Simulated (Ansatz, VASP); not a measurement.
Two plane-wave programs on Al

Contents of INCAR:

```
SYSTEM = Al
PREC     = Accurate       ! precision mode
ENCUT    = 520            ! plane-wave cutoff, eV
EDIFF    = 1E-6           ! SCF threshold, eV
ISMEAR   = 0              ! smearing method
SIGMA    = 0.15           ! smearing width, eV
LREAL    = .False.        ! projectors in reciprocal space
LASPH    = .True.         ! aspherical terms in the spheres
NELM     = 100            ! most SCF steps
ALGO     = Fast           ! electronic algorithm
ISIF     = 2              ! what is computed and relaxed
LWAVE    = .False.        ! write WAVECAR
LCHARG   = .True.         ! write CHGCAR
GGA      = PS             ! functional
LELF     = .True.         ! ELF
LVHAR    = .True.       
NBANDS   = 8              ! bands
```

KPOINTS

```
Automatic mesh
0
Gamma
  20 20 20
  0 0 0
```

The input POSCAR:

```
Al
1.0
   -1.6190650171      1.6190650171      1.5912186900
    1.6190650171     -1.6190650171      1.5912186900
    1.6190650171      1.6190650171     -1.5912186900
Al
1
Direct
    0.0000000000      0.0000000000      0.0000000000
```

Input for Ansatz:

```yaml
crystal:
  lattice:
    - [-1.6190650171, 1.6190650171, 1.59121869]
    - [1.6190650171, -1.6190650171, 1.59121869]
    - [1.6190650171, 1.6190650171, -1.59121869]
  atoms:
    - { symbol: Al, position: [0.0, 0.0, 0.0] }
basis:
  ecutwfc: 420
kpoints:
  mp_grid: { grid: [20, 20, 20] }
hamiltonian:
  xc: pbesol
scf:
  occupations: { method: gaussian, width: 0.15 }
output:
  forces: true
  stress: true
  eigenvalues: true
```

Change from the starting cell: strain +0.0175 x Voigt [1, 1, 0, 0, 0, 0], atoms carried along.

Alike in both runs: task single point; functional PBEsol; k mesh 20 × 20 × 20; occupations gaussian, width 0.15 eV; no spin polarisation.

|  | VASP | Ansatz |
| --- | --- | --- |
| version | VASP 6.6.1 | Ansatz 0.2.0 |
| potentials or method | VASP PAW PBE potentials, release 64 (Al) | scalar-relativistic, plane waves, PAW |
| plane-wave cutoff (eV) | 520 | 420 |
| valence electrons in the cell | 3 | 3 |

```csv
,VASP,Ansatz,Ansatz less VASP
gap on the k mesh at the Fermi level (eV),none,none,-
pressure (GPa),-0.4,-0.5,-0.06
largest component of the traceless stress (GPa),0.42,0.42,-0.003
```

A gap of «none» marks a metal or a gap that the smearing closes.

Caveats: the PAW data sets were made with another functional, which shifts forces and pressure a little (VASP).
